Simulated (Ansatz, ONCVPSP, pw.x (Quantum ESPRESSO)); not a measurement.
**From atom to crystal: ONCV potential for Ga**

gallium, optimised norm-conserving Vanderbilt (ONCV), made with ONCVPSP 4.0.1.1 (patched build) (PBE, scalar-relativistic). Core [Ar] 3d10, reference 4s1 (charge +2). Waves: 4s: rc 2.02 bohr, ncon 4, nbas 8, qcut 4.5 1/bohr, 2 projectors, debl 3.9 Ha; p scattering state at 0.04 Ha: rc 2.14 bohr, ncon 5, nbas 9, qcut 4 1/bohr, 2 projectors, debl 3 Ha; d scattering state at 0.17 Ha: rc 1.76 bohr, ncon 3, nbas 7, qcut 5.4 1/bohr, 2 projectors, debl 3.4 Ha. Local part: polynomial inside 1.64 bohr (lpopt 3, dvloc0 3 Ha). Core correction: polynomial model core, fcfact 0.45.

In the p channel the program set the typed energies aside and used 0.050, 3.050 Ha.

Atomic tests: cutoffs needed: 7.8 Ha and 9.7 Ha (the cutoffs (Ha) at which the residual kinetic energy of the hardest occupied pseudo-wave falls to 1 and 0.1 mHa per electron) The cutoffs count occupied waves only; projector 2 of the d channel, the hardest unoccupied one, needs 141 Ha at the loose tolerance.; ghost test: no bound ghost flagged; no localised positive-energy state flagged; largest excitation error: -82 meV (all-electron minus pseudo) for 4s2 4p1, out of 4 test configurations.

Crystal test: bcc Ga in pw.x 7.5, no spin, 14³ k-points, Fermi–Dirac smearing 0.01 Ry, cutoffs 50/200 Ry. The reference is all-electron LAPW (Ansatz 0.2.0) with the same functional, mesh and smearing; V0 and B0 come from Birch–Murnaghan fits to the pressures at five volumes. Errors are pseudo minus all-electron; Δ is the rms difference of the E(V) curves that follow from these fits, minima aligned, over ±6 % about the mean V0. Mesh and smearing are coarse, so the numbers serve the comparison and aren't converged zero-temperature values; the lattice is a test structure that the element need not adopt.

All-electron: a0 = 3.373 Å (V0 = 19.18 Å³/atom), B0 = 46.6 GPa.

How far does the potential miss the all-electron equation of state?

mean pressure error (GPa): -2.97. The pressure does not cross zero within the volumes sampled, so no fit is given. This is a poor potential for the solid.

| V (Å³/atom) | P all-electron (GPa) | P pseudo (GPa) |
| --- | --- | --- |
| 18.452 | 2.00 | -1.48 |
| 18.937 | 0.61 | -2.59 |
| 19.423 | -0.57 | -3.52 |
| 19.909 | -1.57 | -4.29 |
| 20.394 | -2.44 | -4.94 |

At the middle volume, how do free energy and pressure move when the wave cutoff is lowered (ecutrho kept at four times it)?

```tsv
cutoff (Ry)	shift of F (meV/atom)	shift of P (GPa)
22	+31.7	+0.21
30	+8.5	-0.01
40	+3.1	+0.13
```

Input at the middle volume:

```
&control
  calculation='scf', prefix='x', pseudo_dir='./', outdir='./tmp', tstress=.true., disk_io='none'
/
&system
  ibrav=0, nat=1, ntyp=1, ecutwfc=50, ecutrho=200, nbnd=8,
  occupations='smearing', smearing='fd', degauss=0.01
/
&electrons
  conv_thr=1e-09, mixing_beta=0.4, electron_maxstep=70
/
ATOMIC_SPECIES
Ga 1.0 Ga.UPF
CELL_PARAMETERS angstrom
  -1.69337095 1.69337095 1.69337095
  1.69337095 -1.69337095 1.69337095
  1.69337095 1.69337095 -1.69337095
ATOMIC_POSITIONS crystal
Ga 0.0000 0.0000 0.0000
K_POINTS automatic
14 14 14 0 0 0
```

```bash
pw.x < Ga.scf.in > Ga.scf.out
```

Lines of the output:

```
Message from routine setup:
     using ibrav=0 with symmetry is DISCOURAGED, use correct ibrav instead
     lattice parameter (alat)  =       5.5426  a.u.
     unit-cell volume          =     131.0729 (a.u.)^3
     number of electrons       =         3.00
     number of Kohn-Sham states=            8
     kinetic-energy cutoff     =      50.0000  Ry
     charge density cutoff     =     200.0000  Ry
     scf convergence threshold =      1.0E-09
     Exchange-correlation= PBE
     number of k points=   104  Fermi-Dirac smearing, width (Ry)=  0.0100
     iteration #  1     ecut=    50.00 Ry     beta= 0.40
     total energy              =      -5.49929720 Ry
     estimated scf accuracy    <       0.09741408 Ry
     iteration #  2     ecut=    50.00 Ry     beta= 0.40
     total energy              =      -5.48992852 Ry
     estimated scf accuracy    <       0.03356331 Ry
     iteration #  3     ecut=    50.00 Ry     beta= 0.40
     total energy              =      -5.49095901 Ry
     estimated scf accuracy    <       0.00007876 Ry
     iteration #  4     ecut=    50.00 Ry     beta= 0.40
     c_bands:  1 eigenvalues not converged
     total energy              =      -5.49102797 Ry
     estimated scf accuracy    <       0.00000108 Ry
     iteration #  5     ecut=    50.00 Ry     beta= 0.40
     total energy              =      -5.49102850 Ry
     estimated scf accuracy    <       0.00000043 Ry
     iteration #  6     ecut=    50.00 Ry     beta= 0.40
     the Fermi energy is     5.6153 ev
!    total energy              =      -5.49102853 Ry
     estimated scf accuracy    <          8.9E-10 Ry
     smearing contrib. (-TS)   =      -0.00189965 Ry
     The total energy is F=E-TS. E is the sum of the following terms:
     one-electron contribution =       2.46744493 Ry
     hartree contribution      =       0.01736620 Ry
     xc contribution           =      -2.85627965 Ry
     ewald contribution        =      -5.11766036 Ry
     convergence has been achieved in   6 iterations
          total   stress  (Ry/bohr**3)                   (kbar)     P=      -35.22
     Message from routine punch:
     Nothing written, as per user request (disk_io='none')
```

The run at the middle volume (104 k-points, 6 iterations) took about 10 s on one core of a shared host (Neoverse-N1, 64 threads, 124 GiB, load 60).
